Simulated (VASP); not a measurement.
# MnSb (Fm-3m) in VASP: equation of state, part 2 of 2

VASP 6.6.1.

### Step 5. Equation of state, PBE, collinear spin, ferromagnetic start, 22.27 Å³/atom (volume scaled by 1.02)

Input file INCAR:

```
ALGO = Normal
EDIFF = 1E-7
ENCUT = 520
GGA = PE
ISIF = 2
ISMEAR = -1
ISPIN = 2
LASPH = T
LCHARG = F
LMAXMIX = 4
LORBIT = 11
LREAL = F
LWAVE = F
MAGMOM = 0 4
NBANDS = 20
NELM = 150
PREC = Accurate
SIGMA = 0.05
```

Input file KPOINTS:

```
k-points
0
Gamma
  8 8 8
```

Input file POSCAR:

```
MnSb
1.0
    0.0000000000      2.8135265792      2.8135265792
    2.8135265792      0.0000000000      2.8135265792
    2.8135265792      2.8135265792      0.0000000000
Sb Mn
1 1
Direct
    0.5000000000      0.5000000000      0.5000000000
    0.0000000000      0.0000000000      0.0000000000
```

Launch:

```
cat potpaw_PBE.64/Sb/POTCAR potpaw_PBE.64/Mn_pv/POTCAR > POTCAR
mpirun -np 1 vasp_std > vasp.out
```

It took 39 s on 1 thread of AMD EPYC 9R45 (Zen 5), shared host; peak memory 0.18 GiB.

Results (log left out):

```yaml
Free_energy: -12.8548 eV
Pressure: -1.5 GPa
Band_gap_on_the_k_mesh: none (metal or under the smearing width)
Net_moment: 3.87 μB per cell
Site_moments: Sb -0.11; Mn +3.80 μB
Valence_electrons_inside_the_program's_atomic_spheres: Sb 2.47; Mn 11.44
```

Caveat: a cell with one magnetic atom can't hold antiferromagnetic order, which such compounds often take.

### Step 6. Equation of state, PBE, collinear spin, ferromagnetic start, 22.71 Å³/atom (volume scaled by 1.04)

Input file INCAR:

```
SYSTEM = MnSb
ALGO = Normal ; EDIFF = 1E-7
ENCUT = 520 ; GGA = PE
ISIF = 2 ; ISMEAR = -1
ISPIN = 2 ; LASPH = .True.
LCHARG = .False. ; LMAXMIX = 4
LORBIT = 11 ; LREAL = .False.
LWAVE = .False. ; MAGMOM = 0 4
NBANDS = 20 ; NELM = 150
PREC = Accurate ; SIGMA = 0.05
```

Input file KPOINTS:

```
k-points
0
Gamma
  8 8 8
  0 0 0
```

Input file POSCAR:

```
MnSb
1.0
    0.0000000000      2.8317967442      2.8317967442
    2.8317967442      0.0000000000      2.8317967442
    2.8317967442      2.8317967442      0.0000000000
Sb Mn
1 1
Direct
    0.5000000000      0.5000000000      0.5000000000
    0.0000000000      0.0000000000      0.0000000000
```

Potentials or basis: VASP PAW PBE potentials, release 64 (Sb, Mn_pv).

Launch:

```
cat potpaw_PBE.64/Sb/POTCAR potpaw_PBE.64/Mn_pv/POTCAR > POTCAR
mpirun -np 1 vasp_std > vasp.out
```

OUTCAR:

```text
SYSTEM = MnSb
   EDIFF = 1E-7
   ENCUT = 520
   GGA = PE
   ISIF = 2
   ISMEAR = -1
   ISPIN = 2
   LASPH = .True.
   LORBIT = 11
   LREAL = .False.
   NELM = 150
   PREC = Accurate

 Found     29 irreducible k-points:

 Following reciprocal coordinates:
            Coordinates               Weight
  0.000000  0.000000  0.000000      1.000000
  0.125000  0.000000  0.000000      8.000000
  0.250000  0.000000  0.000000      8.000000
  0.375000  0.000000  0.000000      8.000000
  0.500000  0.000000  0.000000      4.000000
  0.125000  0.125000  0.000000      6.000000
   k-points           NKPTS =     29   k-points in BZ     NKDIM =     29   number of bands    NBANDS=     20
   number of dos      NEDOS =    301   number of ions     NIONS =      2
   total plane-waves  NPLWV =  27000
   dimension x,y,z NGX =    30 NGY =   30 NGZ =   30
   dimension x,y,z NGXF=    60 NGYF=   60 NGZF=   60
   ions per type =               1   1
   NGX,Y,Z   is equivalent  to a cutoff of  12.45, 12.45, 12.45 a.u.
   NGXF,Y,Z  is equivalent  to a cutoff of  24.91, 24.91, 24.91 a.u.
 SYSTEM =  MnSb
   PREC   = accura    normal or accurate (medium, high low for compatibility)
   ISTART =      0    job   : 0-new  1-cont  2-samecut
   ICHARG =      2    charge: 1-file 2-atom 10-const
   ISPIN  =      2    spin polarized calculation?
   LNONCOLLINEAR =      F non collinear calculations
   LSORBIT =      F    spin-orbit coupling
   LASPH  =      T    aspherical Exc in radial PAW
   ENCUT  =  520.0 eV  38.22 Ry    6.18 a.u.   7.45  7.45  7.45*2*pi/ulx,y,z
   NELM   =    150;   NELMIN=  2; NELMDL= -5     # of ELM steps
   EDIFF  = 0.1E-06   stopping-criterion for ELM
   LREAL  =      F    real-space projection
   EDIFFG = 0.1E-05   stopping-criterion for IOM
   NSW    =      0    number of steps for IOM
   IBRION =     -1    ionic relax: 0-MD 1-quasi-New 2-CG
   NFREE  =      0    steps in history (QN), initial steepest desc. (CG)
   ISIF   =      2    stress and relaxation
   ISYM   =      2    0-nonsym 1-usesym 2-fastsym
   POTIM  = 0.5000    time-step for ionic-motion
   TEBEG  =    0.0;   TEEND  =   0.0 temperature during run
   PSTRESS=    0.0 pullay stress
   NELECT =      18.0000    total number of electrons
   NUPDOWN=      -1.0000    fix difference up-down
   EMIN   =  10.00;   EMAX   =-10.00  energy-range for DOS
   EFERMI =   0.00;   METHOD = LEGACY
   ISMEAR =    -1;   SIGMA  =   0.05  broadening in eV -4-tet -1-fermi 0-gaus
   EFERMI_NEDOS =   21; number of points for ismear=-14 and -15
   IALGO  =     38    algorithm
   IMIX   =      4    mixing-type and parameters
     AMIX     =   0.40;   BMIX     =  1.00
     AMIX_MAG =   1.60;   BMIX_MAG =  1.00
  volume/ion in A,a.u.               =      22.71       153.24
  Fermi-wavevector in a.u.,A,eV,Ry     =   1.202524  2.272440 19.674880  1.446063
  Thomas-Fermi vector in A             =   2.338302
   LORBIT       =     11    0 simple, 1 ext, 2 COOP (PROOUT), +10 PAW based schemes
   GGA     = PE    functional components
   LHFCALC =     F    Hartree Fock is set to
   AEXX    =    0.0000 exact exchange contribution
   IVDW    =     0    specifies the selected vdW correction
   LEPSILON=     F    determine dielectric tensor
   LRPA    =     F    only Hartree local field effects (RPA)
 spin polarized calculation
  energy-cutoff  :      520.00
  volume of cell :       45.42
 maximum number of plane-waves:      1243
 NGX is ok and might be reduce to    30
   NGX = 15   NGY = 15   NGZ = 15

 number of electron      17.9999997 magnetization       3.8973562

 Free energy of the ion-electron system (eV)
  ---------------------------------------------------
  ext. energy  EPLUGINS =         0.00000000
  ---------------------------------------------------
  free energy    TOTEN  =       -12.84394842 eV

  energy without entropy =      -12.83693346  energy(sigma->0) =      -12.84044094

 E-fermi :   7.1138     XC(G=0): -10.3936

 val. band max:        7.0950775831   @ k =   0.2500   0.2500   0.0000
 cond. band min:       7.2749287710   @ k =   0.3750   0.2500   0.0000
 fundamental gap:      0.1798511878
 Fermi energy:         7.1137864930

 spin component 1

 k-point     1 :       0.0000    0.0000    0.0000
  band No.  band energies     occupation
      1     -43.1814      1.00000
      2     -43.1814      1.00000
      3     -43.1814      1.00000
      4      -4.0967      1.00000
      5       4.0966      1.00000
      6       4.0966      1.00000
[... 12 lines left out ...]
     19      16.4212      0.00000
     20      16.4212      0.00000

 k-point     2 :       0.1250    0.0000    0.0000
  band No.  band energies     occupation
      1     -43.1817      1.00000
      2     -43.1814      1.00000
      3     -43.1814      1.00000
      4      -3.8994      1.00000
      5       3.9938      1.00000
      6       4.0846      1.00000
[... 12 lines left out ...]
     19      15.8786      0.00000
     20      17.6031      0.00000

 k-point     3 :       0.2500    0.0000    0.0000
  band No.  band energies     occupation
      1     -43.1826      1.00000
      2     -43.1814      1.00000
      3     -43.1814      1.00000
      4      -3.3329      1.00000
      5       3.4289      1.00000
      6       3.8465      1.00000
[... 12 lines left out ...]
     19      16.7211      0.00000
     20      20.5700      0.00000

 k-point     4 :       0.3750    0.0000    0.0000
  band No.  band energies     occupation
      1     -43.1835      1.00000
      2     -43.1814      1.00000
      3     -43.1814      1.00000
      4      -2.5249      1.00000
      5       2.1138      1.00000
      6       3.5919      1.00000
[... 12 lines left out ...]
     19      18.2716      0.00000
     20      22.9562      0.00000

 k-point     5 :       0.5000    0.0000    0.0000
  band No.  band energies     occupation
      1     -43.1839      1.00000
      2     -43.1814      1.00000
      3     -43.1814      1.00000
      4      -2.0125      1.00000
      5       1.3236      1.00000
      6       3.4934      1.00000
[... 12 lines left out ...]
     19      20.2025      0.00000
     20      21.0985      0.00000

 k-point     6 :       0.1250    0.1250    0.0000
  band No.  band energies     occupation
      1     -43.1816      1.00000
      2     -43.1815      1.00000
      3     -43.1815      1.00000
      4      -3.8360      1.00000
      5       3.9924      1.00000
      6       4.0425      1.00000
[... 12 lines left out ...]
     19      17.3567      0.00000
     20      17.3965      0.00000

 [... further k-points ...]

 spin component 2

 k-point     1 :       0.0000    0.0000    0.0000
  band No.  band energies     occupation
      1     -39.1703      1.00000
      2     -39.1703      1.00000
      3     -39.1703      1.00000
      4      -4.0329      1.00000
      5       7.3603      0.00717
      6       7.3603      0.00717
[... 12 lines left out ...]
     19      17.4308      0.00000
     20      17.4308      0.00000

 k-point     2 :       0.1250    0.0000    0.0000
  band No.  band energies     occupation
      1     -39.1708      1.00000
      2     -39.1703      1.00000
      3     -39.1703      1.00000
      4      -3.8429      1.00000
      5       6.4884      1.00000
      6       6.7892      0.99849
[... 12 lines left out ...]
     19      16.7227      0.00000
     20      18.1159      0.00000

 k-point     3 :       0.2500    0.0000    0.0000
  band No.  band energies     occupation
      1     -39.1720      1.00000
      2     -39.1703      1.00000
      3     -39.1703      1.00000
      4      -3.3018      1.00000
      5       4.4612      1.00000
      6       6.0654      1.00000
[... 12 lines left out ...]
     19      17.2868      0.00000
     20      20.7273      0.00000

 k-point     4 :       0.3750    0.0000    0.0000
  band No.  band energies     occupation
      1     -39.1733      1.00000
      2     -39.1703      1.00000
      3     -39.1703      1.00000
      4      -2.5507      1.00000
      5       2.6623      1.00000
      6       5.5861      1.00000
[... 12 lines left out ...]
     19      18.6356      0.00000
     20      23.2730      0.00000

 k-point     5 :       0.5000    0.0000    0.0000
  band No.  band energies     occupation
      1     -39.1738      1.00000
      2     -39.1704      1.00000
      3     -39.1703      1.00000
      4      -2.1004      1.00000
      5       1.8473      1.00000
      6       5.4206      1.00000
[... 12 lines left out ...]
     19      20.4835      0.00000
     20      21.6577      0.00000

 k-point     6 :       0.1250    0.1250    0.0000
  band No.  band energies     occupation
      1     -39.1706      1.00000
      2     -39.1705      1.00000
      3     -39.1705      1.00000
      4      -3.7814      1.00000
      5       6.0955      1.00000
      6       7.0052      0.89766
[... 12 lines left out ...]
     19      18.3780      0.00000
     20      18.3780      0.00000

 [... further k-points ...]
[... 5 lines left out ...]
  --------------------------------------------------------------------------------------
  -------------------------------------------------------------------------------------
  Total       -0.7099431     -0.7099431     -0.7099431      0.0000000      0.0000000      0.0000000
  in kB      -25.0448192    -25.0448192    -25.0448192      0.0000000      0.0000000      0.0000000
  external PRESSURE =     -25.0448192 kB  Pullay stress =       0.0000000 kB

 VOLUME and BASIS-vectors are now :
 -----------------------------------------------------------------------------
  energy-cutoff  :      520.00
  volume of cell :       45.42
      direct lattice vectors                 reciprocal lattice vectors
     0.000000000  2.831796744  2.831796744    -0.176566345  0.176566345  0.176566345
     2.831796744  0.000000000  2.831796744     0.176566345 -0.176566345  0.176566345
     2.831796744  2.831796744  0.000000000     0.176566345  0.176566345 -0.176566345

 POSITION                                       TOTAL-FORCE (eV/Angst)
 -----------------------------------------------------------------------------------
      2.83180      2.83180      2.83180         0.000000      0.000000     -0.000000
      0.00000      0.00000      0.00000         0.000000      0.000000      0.000000
 -----------------------------------------------------------------------------------
    total drift:                               -0.000000      0.000000      0.000000

  FREE ENERGIE OF THE ION-ELECTRON SYSTEM (eV)
  ---------------------------------------------------
  free  energy   TOTEN  =       -12.8439484217 eV

  energy  without entropy=      -12.8369334597  energy(sigma->0) =      -12.84044094

 total charge

# of ion       s       p       d       tot
------------------------------------------
    1        1.147   1.279   0.031   2.457
    2        0.275   6.172   4.973  11.421
--------------------------------------------------
tot          1.422   7.451   5.005  13.878

 magnetization (x)

# of ion       s       p       d       tot
------------------------------------------
    1        0.015  -0.137   0.010  -0.111
    2        0.074   0.034   3.718   3.826
--------------------------------------------------
tot          0.089  -0.102   3.728   3.715
```

OSZICAR:

```text
N       E                     dE             d eps       ncg     rms          rms(c)
DAV:   1     0.127413862004E+03    0.12741E+03   -0.95216E+03  2344   0.882E+02
DAV:   2    -0.892561498446E+01   -0.13634E+03   -0.12934E+03  2424   0.248E+02
DAV:   3    -0.138618342056E+02   -0.49362E+01   -0.48928E+01  2788   0.533E+01
DAV:   4    -0.139262913223E+02   -0.64457E-01   -0.64437E-01  2608   0.613E+00
DAV:   5    -0.139279699852E+02   -0.16787E-02   -0.16786E-02  2640   0.988E-01    0.991E+00
DAV:   6    -0.143779913807E+02   -0.45002E+00   -0.84300E+00  2532   0.360E+01    0.161E+01
DAV:   7    -0.128032861050E+02    0.15747E+01   -0.46654E+00  2488   0.256E+01    0.498E+00
DAV:   8    -0.128447688979E+02   -0.41483E-01   -0.14307E-01  2544   0.308E+00    0.232E+00
DAV:   9    -0.128329738312E+02    0.11795E-01   -0.10261E-01  2452   0.315E+00    0.157E+00
DAV:  10    -0.128401550793E+02   -0.71812E-02   -0.11381E-02  2548   0.783E-01    0.103E+00
DAV:  11    -0.128436031334E+02   -0.34481E-02   -0.38616E-03  2480   0.659E-01    0.367E-01
DAV:  12    -0.128439122448E+02   -0.30911E-03   -0.89788E-04  2616   0.273E-01    0.123E-01
DAV:  13    -0.128439228605E+02   -0.10616E-04   -0.48639E-04  2508   0.216E-01    0.771E-02
DAV:  14    -0.128439469744E+02   -0.24114E-04   -0.11263E-04  2448   0.100E-01    0.291E-02
DAV:  15    -0.128439482150E+02   -0.12406E-05   -0.30814E-06  2588   0.143E-02    0.165E-02
DAV:  16    -0.128439485031E+02   -0.28807E-06   -0.73420E-07  2780   0.690E-03    0.438E-03
DAV:  17    -0.128439483982E+02    0.10487E-06   -0.19697E-07  2220   0.386E-03    0.110E-03
DAV:  18    -0.128439484217E+02   -0.23445E-07   -0.28230E-08  1224   0.188E-03
   1 F= -.12843948E+02 E0= -.12840441E+02  d E =-.701496E-02  mag=     3.8973
```

It took 38 s on 1 thread of AMD EPYC 9R45 (Zen 5), shared host; peak memory 0.18 GiB.

What came out:

```
Free energy                                           : -12.8439 eV
Pressure                                              : -2.5 GPa
Band gap on the k mesh                                : none (metal or under the smearing width)
Net moment                                            : 3.90 μB per cell
Site moments                                          : Sb -0.11; Mn +3.83 μB
Valence electrons inside the program's atomic spheres : Sb 2.46; Mn 11.42
```

Caveat: a cell with one magnetic atom can't hold antiferromagnetic order, which such compounds often take.

### Step 7. Equation of state, PBE, collinear spin, ferromagnetic start, 23.15 Å³/atom (volume scaled by 1.06)

Input file INCAR:

```
SYSTEM = MnSb
  PREC = Accurate
  ENCUT = 520
  EDIFF = 1E-7
  ISMEAR = -1
  SIGMA = 0.05
  LREAL = .False.
  LASPH = .True.
  NELM = 100
  ALGO = Normal
  ISIF = 2
  LWAVE = .False.
  LCHARG = .False.
  ISPIN = 2
  MAGMOM = 0 4
  LORBIT = 11
  LMAXMIX = 4
  GGA = PE
  NBANDS = 20
```

Input file KPOINTS:

```
regular mesh
0
Gamma
  8 8 8
  0 0 0
```

Input file POSCAR:

```
MnSb
1.0
    0.0000000000      2.8498341525      2.8498341525
    2.8498341525      0.0000000000      2.8498341525
    2.8498341525      2.8498341525      0.0000000000
Sb Mn
1 1
Direct
    0.5000000000      0.5000000000      0.5000000000
    0.0000000000      0.0000000000      0.0000000000
```

Launch:

```
cat potpaw_PBE.64/Sb/POTCAR potpaw_PBE.64/Mn_pv/POTCAR > POTCAR
mpirun -np 1 vasp_std > vasp.out
```

Wall time 37 s (1 thread of AMD EPYC 9R45 (Zen 5), shared host); peak memory 0.18 GiB.

The run converged. Its results:

```yaml
Free_energy: -12.8278 eV
Pressure: -3.4 GPa
Band_gap_on_the_k_mesh: none (metal or under the smearing width)
Net_moment: 3.92 μB per cell
Site_moments: Sb -0.12; Mn +3.86 μB
Valence_electrons_inside_the_program's_atomic_spheres: Sb 2.45; Mn 11.40
```

Caveat: a cell with one magnetic atom can't hold antiferromagnetic order, which such compounds often take.

### Step 8. Equation of state, PBE, collinear spin, ferromagnetic start

No new run: the results of the series are fitted here.

Results:

- Equilibrium volume: 21.70 Å³/atom
- Bulk modulus: 61 GPa
- Pressure derivative of the bulk modulus: 4.4

Energy against volume, from the lowest point:
```csv
volume (Å³/atom),energy (meV/atom)
20.525,13.15
20.962,4.90
21.398,0.65
21.835,0.00
22.272,2.57
22.708,8.02
23.145,16.07
```
